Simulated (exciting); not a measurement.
# Ga (I4/mmm) in exciting: effective masses with PW91

Aim: the effective masses of Ga with PW91.

Program: exciting (release sodium). These are calculated values, not measurements. Logs are shortened: lines on timing, memory, paths and dates and some standing lists are left out, and cuts for length are marked.

## (1) The undisturbed crystal

It takes space group I4/mmm (No. 139, tetragonal). Conventional cell: a = 2.769 Å, b = 2.769 Å, c = 4.622 Å, α = 90.00°, β = 90.00°, γ = 90.00°. Ga (site symmetry 4/mmm) is surrounded by 12 Ga at 2.77 to 3.03 Å.

This isn't the form of Ga at room conditions, which is orthorhombic.

## (2) Effective masses, PW91, spin-orbit coupling, no magnetisation (volume scaled by 0.92)

The input, input.xml:

```xml
<input>
  <title>Ga</title>
  <structure speciespath="./" tshift="false" cartesian="true">
    <crystal scale="1">
      <basevect>-2.544423111877 2.544423111877 4.247859567619</basevect>
      <basevect>2.544423111877 -2.544423111877 4.247859567619</basevect>
      <basevect>2.544423111877 2.544423111877 -4.247859567619</basevect>
    </crystal>
    <species speciesfile="Ga.xml" rmt="2">
      <atom coord="0.000000000000 0.000000000000 0.000000000000"/>
    </species>
  </structure>
  <groundstate do="fromscratch" ngridk="13 13 13" rgkmax="8" gmaxvr="14" lmaxapw="10" lmaxmat="10" lmaxvr="8" stype="Gaussian" swidth="0.00036749" nempty="16" ValenceRelativity="iora*" epsengy="1e-05" epspot="1e-05" maxscl="60" outputlevel="normal">
    <libxc exchange="XC_GGA_X_PW91" correlation="XC_GGA_C_PW91"/>
    <spin spinorb="true"/>
  </groundstate>
  <properties>
    <masstensor vklem="0 0.5 0" ndspem="1" deltaem="0.025"/>
  </properties>
</input>
```

Potentials or basis: all-electron LAPW+lo, shipped species files, valence relativity iora*.

The run is started by

```
$ OMP_NUM_THREADS=1 exciting_smp
```

INFO.OUT:

```text
================================================================================
EXCITING SODIUM started
[... 10 lines left out ...]

 Lattice vectors (cartesian) :
     -2.5444231119      2.5444231119      4.2478595676
      2.5444231119     -2.5444231119      4.2478595676
      2.5444231119      2.5444231119     -4.2478595676

 Reciprocal lattice vectors (cartesian) :
      0.0000000000      1.2346974208      0.7395707423
      1.2346974208      0.0000000000      0.7395707423
      1.2346974208      1.2346974208      0.0000000000

 Unit cell volume                           :     110.0040831296
 Brillouin zone volume                      :       2.2549182393

 Species :    1 (Ga)
     parameters loaded from                 :    Ga.xml
     name                                   :    gallium
     nuclear charge                         :     -31.00000000
     electronic charge                      :      31.00000000
     atomic mass                            :  127097.25380000
     muffin-tin radius                      :       2.00000000
     # of radial points in muffin-tin       :     350

     atomic positions (cartesian) :
       1 :   0.00000000  0.00000000  0.00000000

 Total number of atoms per unit cell        :       1

 Spin treatment                             :    spin-polarised
 Spin-orbit coupling is included
 Global magnetic field (cartesian) :        0.00000000   0.00000000   0.00000000
 non-collinear magnetisation

 Number of Bravais lattice symmetries       :      16
 Number of crystal symmetries               :      16

 k-point grid                               :      13   13   13
 Total number of k-points                   :     196
 k-point set is reduced with crystal symmetries

 R^MT_min * |G+k|_max (rgkmax)              :       8.00000000
 Species with R^MT_min                      :       1 (Ga)
 Maximum |G+k| for APW functions            :       4.00000000
 Maximum |G| for potential and density      :      14.00000000

 G-vector grid sizes                        :      25    25    25
 Total number of G-vectors                  :    5135

 Maximum angular momentum used for
     APW functions                          :      10
     computing H and O matrix elements      :      10
     potential and density                  :       8
     inner part of muffin-tin               :       2

 Total nuclear charge                       :     -31.00000000
 Total electronic charge                    :      31.00000000
 Total core charge                          :      18.00000000
 Total valence charge                       :      13.00000000

 Number of empty states                     :      16
 Total number of valence states             :      46

 Maximum Hamiltonian size                   :     143
 Maximum number of plane-waves              :     129
 Total number of local-orbitals             :      14

 Exchange-correlation type                  :     100
     libxc; exchange: Perdew & Wang 91; correlation: Perdew & Wang 91 (see libxc for references)

 Smearing scheme                            :    Gaussian
 Smearing width                             :       0.00036749

 Using multisecant Broyden potential mixing
[... 16 lines left out ...]
+ SCF iteration number :    1                                                  +
++++++++++++++++++++++++++++++++++++++++++++++++++++++++++++++++++++++++++++++++
 Total energy                               :     -1942.98442657
 _______________________________________________________________
 Fermi energy                               :         0.30654259
 Kinetic energy                             :      1984.50847245
 Coulomb energy                             :     -3851.35462837
 Exchange energy                            :       -74.49717886
 Correlation energy                         :        -1.64109179
 No external B-field energy in total energy

 DOS at Fermi energy (states/Ha/cell)       :         8.31559558

 Electron charges :
     core                                   :        18.00000000
     core leakage                           :         0.00613062
     valence                                :        13.00000000
     interstitial                           :         2.20225762
     charge in muffin-tin spheres :
                  atom     1    Ga          :        28.79774238
     total charge in muffin-tins            :        28.79774238
     total charge                           :        31.00000000

 Moments :
     interstitial                 :    -0.00000000     0.00000000    -0.00000000
     moment in muffin-tin spheres :
         atom     1    Ga         :     0.00000000    -0.00000000    -0.00000000
     total moment in muffin-tins  :     0.00000000    -0.00000000    -0.00000000
     total moment                 :     0.00000000    -0.00000000    -0.00000000
[... 365 lines left out ...]
 Electron charges :
     core                                   :        18.00000000
     core leakage                           :         0.00600765
     valence                                :        13.00000000
     interstitial                           :         2.18243876
     charge in muffin-tin spheres :
                  atom     1    Ga          :        28.81756124
     total charge in muffin-tins            :        28.81756124
     total charge                           :        31.00000000

 Moments :
     interstitial                 :     0.00000000     0.00000000    -0.00000000
     moment in muffin-tin spheres :
         atom     1    Ga         :     0.00000000    -0.00000000     0.00000000
     total moment in muffin-tins  :     0.00000000    -0.00000000     0.00000000
     total moment                 :     0.00000000    -0.00000000    -0.00000000

 RMS change in effective potential (target) :  0.509631E-08  ( 0.100000E-04)
 Absolute change in total energy   (target) :  0.349400E-06  ( 0.100000E-04)
 Charge distance                   (target) :  0.791319E-09  ( 0.100000E-04)

++++++++++++++++++++++++++++++++++++++++++++++++++++++++++++++++++++++++++++++++
| Convergency criteria checked for the last 2 iterations                       +
| Convergence targets achieved. Performing final SCF iteration                 +
++++++++++++++++++++++++++++++++++++++++++++++++++++++++++++++++++++++++++++++++
 Total energy                               :     -1944.56864487
 _______________________________________________________________
 Fermi energy                               :         0.28814769
 Kinetic energy                             :      1983.15601476
 Coulomb energy                             :     -3851.54748871
 Exchange energy                            :       -74.53576136
 Correlation energy                         :        -1.64140956
 No external B-field energy in total energy

 DOS at Fermi energy (states/Ha/cell)       :        10.26004092

 Electron charges :
     core                                   :        18.00000000
     core leakage                           :         0.00600765
     valence                                :        13.00000000
     interstitial                           :         2.18243876
     charge in muffin-tin spheres :
                  atom     1    Ga          :        28.81756124
     total charge in muffin-tins            :        28.81756124
     total charge                           :        31.00000000

 Moments :
     interstitial                 :     0.00000000     0.00000000    -0.00000000
     moment in muffin-tin spheres :
         atom     1    Ga         :     0.00000000    -0.00000000    -0.00000000
     total moment in muffin-tins  :     0.00000000    -0.00000000    -0.00000000
     total moment                 :     0.00000000    -0.00000000    -0.00000000

++++++++++++++++++++++++++++++++++++++++++++++++++++++++++++++++++++++++++++++++
[... 12 lines left out ...]
| EXCITING SODIUM stopped                                                      =
================================================================================
```

EFFMASS.OUT:

```text
(effective mass matrices are in Cartesian coordinates)

k-point (lattice coordinates) :
   0.000000000      0.5000000000       0.000000000

k-point (Cartesian coordinates) :
  0.6173487104      0.7877366897E-17  0.3697853711

State, eigenvalue :      1 -0.2745690779

 matrix of eigenvalue derivatives with respect to k :
 -0.3326601371E-01  0.5050048157E-06  0.8249533562E-02
  0.5050048157E-06  0.2197223800E-01  0.1950504822E-04
  0.8249533562E-02  0.1950504822E-04 -0.3472821200E-01
 trace :  -0.4602198771E-01

 effective mass tensor (inverse of derivative matrix) :
  -31.94237635      0.7469917417E-02  -7.587766398
  0.7469917417E-02   45.51195298      0.2733616611E-01
  -7.587766398      0.2733616611E-01  -30.59745777
 trace :   -17.02788114
 eigenvalues :
  -38.88743005      -23.65241419       45.51196310

State, eigenvalue :      2 -0.2745690254
[... 705 lines left out ...]
 matrix of eigenvalue derivatives with respect to k :
  -24.43351734      0.6381983537E-04  -2.583688765
  0.6381983537E-04  -10.47895966      0.1732031212E-03
  -2.583688765      0.1732031212E-03  -4.361310422
 trace :   -39.27378742

 effective mass tensor (inverse of derivative matrix) :
 -0.4366257122E-01  0.1616159633E-06  0.2586619246E-01
  0.1616159633E-06 -0.9542932055E-01 -0.3885580223E-05
  0.2586619246E-01 -0.3885580223E-05 -0.2446123042
 trace :  -0.3837041959
 eigenvalues :
 -0.2478883834     -0.9542932046E-01 -0.4038649212E-01
```

It took 1.9 min on 1 thread of Arm Neoverse V1, shared host; peak memory 0.11 GiB.

Results:

| Quantity | Value |
| --- | --- |
| Band gap on the k mesh | none (metal or under the smearing width) |
| All electrons inside the program's atomic spheres | Ga 28.82 (radii Ga 2.0 bohr) |

Effective masses (electron masses; levels in eV from the Fermi level):
```
band  level      masses, principal
  11  -4.96  -0.132, -0.025, 1.160
  12  -4.96  -0.132, -0.025, 1.160
  13  -4.58    0.023, 0.104, 0.862
  14  -4.58    0.023, 0.104, 0.862
```

Caveat: total energies with spin-orbit coupling aren't reliable in this program, so none is listed and the log's shouldn't be used; the masses are finite differences along the axes, which mix bands that are degenerate at the k point.

## (3) For comparison

An earlier run on the cell as given: functional PBEsol; potentials or basis all-electron LAPW+lo, shipped species files, valence relativity iora*; rgkmax 9; k mesh 13 × 13 × 13; occupations fermi-dirac, width 0.05 eV; no spin polarisation.

- Band gap on the k mesh: none (metal or under the smearing width)
- All electrons inside the program's atomic spheres: Ga 28.78 (radii Ga 2.0 bohr)
